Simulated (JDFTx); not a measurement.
Here is a JDFTx 1.7.0 (patched build) calculation.

File InAs.in:

```
lattice \
    0.0000000000     5.7031934441     5.7031934441 \
    5.7031934441     0.0000000000     5.7031934441 \
    5.7031934441     5.7031934441     0.0000000000
coords-type Lattice
ion In     0.0064250000    -0.0047280000    -0.0040950000 1
ion As     0.7592530000     0.7470640000     0.7471870000 1

ion-species pseudo/In.upf
ion-species pseudo/As.upf
elec-cutoff 42
elec-ex-corr gga-PBE
kpoint-folding 8 8 8
elec-smearing Fermi 0.0018374661
elec-n-bands 21
electronic-SCF nIterations 100 energyDiffThreshold 1e-09
electronic-minimize nIterations 30 energyDiffThreshold 1e-7
converge-empty-states yes
forces-output-coords Cartesian

dump-name run.$VAR
dump End Ecomponents EigStats BandEigs Kpoints Forces Stress
```

Potentials or basis: PseudoDojo-SR-PBE-0.5-standard.

The run is started by

```console
$ jdftx -c 1 -i InAs.in -o InAs.out
```

**Question.** Predict the Loewdin charges.

**Answer.** In +0.26; As -0.23 e.

**Question.** Predict the band gap on the k mesh.

**Answer.** None (metal or under the smearing width).

Stress tensor (GPa, compression positive):
```
4.37 0.38 0.34
0.38 4.37 0.26
0.34 0.26 4.37
```
